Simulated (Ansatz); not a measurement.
# WS2: the cost of one run

Computed with Ansatz 0.2.0 (DFT r2SCAN, scalar-relativistic, plane waves, PAW, unless a step's input says otherwise).

2 further runs of the same task are left out: 2 set aside as unsound or not needed.

### 1 The structure to begin with

It takes space group P-6m2 (No. 187, hexagonal). Conventional cell: a = 3.181 Å, b = 3.181 Å, c = 28.696 Å, α = 90.00°, β = 90.00°, γ = 120.00°. W (site symmetry -6m2) is surrounded by 6 S at 2.41 Å. Around W (site symmetry 3m) lie 6 S at 2.41 Å. S (site symmetry 3m) is surrounded by 3 W at 2.41 Å.

As a file:

```cif
data_structure
_symmetry_space_group_name_H-M 'P-6m2'
_symmetry_Int_Tables_number 187
_cell_length_a 3.1815
_cell_length_b 3.1815
_cell_length_c 28.6962
_cell_angle_alpha 90.000
_cell_angle_beta 90.000
_cell_angle_gamma 120.000
_cell_volume 251.54
loop_
_atom_site_label
_atom_site_type_symbol
_atom_site_symmetry_multiplicity
_atom_site_Wyckoff_symbol
_atom_site_fract_x
_atom_site_fract_y
_atom_site_fract_z
_atom_site_occupancy
W1 W 1 f 0.66667 0.33333 0.50000 1
W2 W 2 h 0.33333 0.66667 0.72777 1
S1 S 2 i 0.66667 0.33333 0.78209 1
S2 S 2 i 0.66667 0.33333 0.32661 1
S3 S 2 h 0.33333 0.66667 0.55435 1
```

It goes back to an entry of the Materials Project, which need not be the stable form.

This cell was relaxed beforehand with the same method: volume 27.95 Å³/atom, gap on the mesh 1.48 eV.

### 2 Band edges over the zone

File input.yaml:

```yaml
crystal:
  lattice:
    - [3.1814541749, 0.0, 0.0]
    - [-1.5907270875, 2.7552201364, 0.0]
    - [0.0, 0.0, 28.6961995843]
  atoms:
    - { symbol: W, position: [0.6666666667, 0.3333333333, 0.6597159415] }
    - { symbol: W, position: [0.3333333333, 0.6666666667, 0.8874819528] }
    - { symbol: W, position: [0.3333333333, 0.6666666667, 0.4319800381] }
    - { symbol: S, position: [0.6666666667, 0.3333333333, 0.9418082564] }
    - { symbol: S, position: [0.6666666667, 0.3333333333, 0.4863293057] }
    - { symbol: S, position: [0.3333333333, 0.6666666667, 0.714062305] }
    - { symbol: S, position: [0.6666666667, 0.3333333333, 0.8331337153] }
    - { symbol: S, position: [0.6666666667, 0.3333333333, 0.3776530566] }
    - { symbol: S, position: [0.3333333333, 0.6666666667, 0.6053694185] }
basis:
  ecutwfc: 500
kpoints:
  mp_grid: { grid: [12, 12, 1] }
  band_path: { path: [VBM, CBM], npoints: 2 }
hamiltonian:
  xc: r2scan
scf:
  occupations: { method: gaussian, width: 0.02 }
output:
  forces: true
  stress: true
  eigenvalues: true
checkpoint:
  read: start.run
  write: ck
  compress: false
  write_wavefunctions: false
  write_every: 100000
```

Run with:

```bash
$ ansatz run input.yaml --threads 2 --pin off --max-ram 5120MiB --backend cpu --events-out ev --progress --plain --runs-dir out
```

What time and memory should one allow on 2 threads of Arm Neoverse V1, shared host?

About 42 s, with a peak of 0.95 GiB.
